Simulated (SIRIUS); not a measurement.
HgTe (Coloradoite):

```
Hg Te
1.0
     0.00000    3.21450    3.21450
     3.21450    0.00000    3.21450
     3.21450    3.21450    0.00000
Hg Te
1 1
Direct
  0.00000 0.00000 0.00000
  0.75000 0.75000 0.75000
```

Base run:

- Program: SIRIUS 7.12.0
- Functional: BLYP
- Potentials or basis: PseudoDojo 0.4.1 PBE standard (scalar relativistic)
- Cutoff: 1102 eV
- Density cutoff: 4408 eV
- k mesh: 6 × 6 × 6
- Occupations: fermi-dirac, width 0.05 eV
- Spin: no spin polarisation

Its results: band gap on the k mesh 0.00 eV; pressure 7.9 GPa.

Q: After a change of settings the same cell gave: band gap on the k mesh 0.00 eV; pressure 1.9 GPa. Which change was it?
A. functional from BLYP to PW91; libxc names from ["XC_GGA_X_B88", "XC_GGA_C_LYP"] to ["XC_GGA_X_PW91", "XC_GGA_C_PW91"]
B. functional from BLYP to PBEsol; libxc names from ["XC_GGA_X_B88", "XC_GGA_C_LYP"] to ["XC_GGA_X_PBE_SOL", "XC_GGA_C_PBE_SOL"]
C. functional from BLYP to APBE; libxc names from ["XC_GGA_X_B88", "XC_GGA_C_LYP"] to ["XC_GGA_X_APBE", "XC_GGA_C_APBE"]
D. functional from BLYP to PBE; libxc names from ["XC_GGA_X_B88", "XC_GGA_C_LYP"] to ["XC_GGA_X_PBE", "XC_GGA_C_PBE"]

A: B.

Caveats: the potentials were made for another functional, which shifts forces and pressure; spin-orbit coupling is left out, which moves the levels of the heavy elements.
